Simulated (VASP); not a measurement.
SnGe15: band structure with HSE06

The system is SnGe15.

```
Sn Ge
1.0
     0.00000    5.73345   -5.73345
     5.73345    5.73345    0.00000
     5.73345    0.00000   -5.73345
Sn Ge
1 15
Direct
  0.50000 0.00000 0.50000
  0.49976 0.50024 0.49976
  0.00024 0.99976 0.49976
  0.00024 0.50024 0.49976
  0.49976 0.99976 0.00024
  0.49976 0.50024 0.00024
  0.00024 0.99976 0.00024
  0.00000 0.50000 0.00000
  0.37054 0.38838 0.37054
  0.37054 0.87054 0.37054
  0.87517 0.37517 0.37448
  0.88838 0.87054 0.37054
  0.37448 0.37517 0.87517
  0.37054 0.87054 0.88838
  0.87517 0.37517 0.87517
  0.87517 0.87448 0.87517
```

The cell was built by a generator and needn't be a form met in nature.

```yaml
Program: VASP 6.6.1
Task: band structure
Functional: HSE06
Potentials_or_basis: VASP PAW PBE potentials, release 64 (Sn_d, Ge_d)
Cutoff: 520 eV
k_mesh: 2 × 2 × 2
Occupations: gaussian, width 0.03 eV
Spin: no spin polarisation
Grid_for_exact_exchange_PRECFOCK: Fast
Screening_parameter: 0.2 1/A
Further_INCAR_settings: ALGO = Normal; EDIFF = 1e-06; NBANDS = 126
```

* Pressure: 0.4 GPa
* Largest force: 0.049 eV/Å
* Band gap on the k mesh: 0.42 eV, direct
* Band gap along the path: 0.42 eV, direct

Forces in eV/Å, atoms in the order of the input:
```
Sn   0.000  0.000  0.000
Ge   0.000  0.000  0.049
Ge  -0.049  0.000  0.000
Ge   0.000  0.049  0.000
Ge   0.000 -0.049  0.000
Ge   0.049  0.000  0.000
Ge   0.000  0.000 -0.049
Ge   0.000  0.000  0.000
Ge  -0.027 -0.027 -0.027
Ge   0.027  0.027 -0.027
Ge   0.004 -0.004 -0.004
Ge   0.027 -0.027  0.027
Ge  -0.004  0.004 -0.004
Ge  -0.027  0.027  0.027
Ge  -0.004 -0.004  0.004
Ge   0.004  0.004  0.004
```

Levels at points of the mesh, in eV from the valence-band top:
```csv
k point,band 110,band 111,band 112,band 113,band 114,band 115
"(0.00, 0.00, 0.00)",0.00,0.00,0.00,0.42,0.64,0.64
"(0.50, 0.00, 0.00)",-1.06,-0.79,-0.79,1.07,1.33,1.85
"(0.50, 0.50, 0.00)",-1.65,-1.43,-1.43,1.53,1.56,2.45
```

Wall time 77 min on 4 MPI ranks on Intel(R) Xeon(R) Platinum 8488C (Sapphire Rapids), with other jobs on the host, peak memory 0.59 GiB a rank.

Caveat: the k mesh is coarse (spacing up to 0.47 Å⁻¹), so the values aren't converged, least of all with exact exchange; the PAW data sets were made with another functional, which shifts forces and pressure a little; spin-orbit coupling is left out, which moves the levels of the heavy elements.
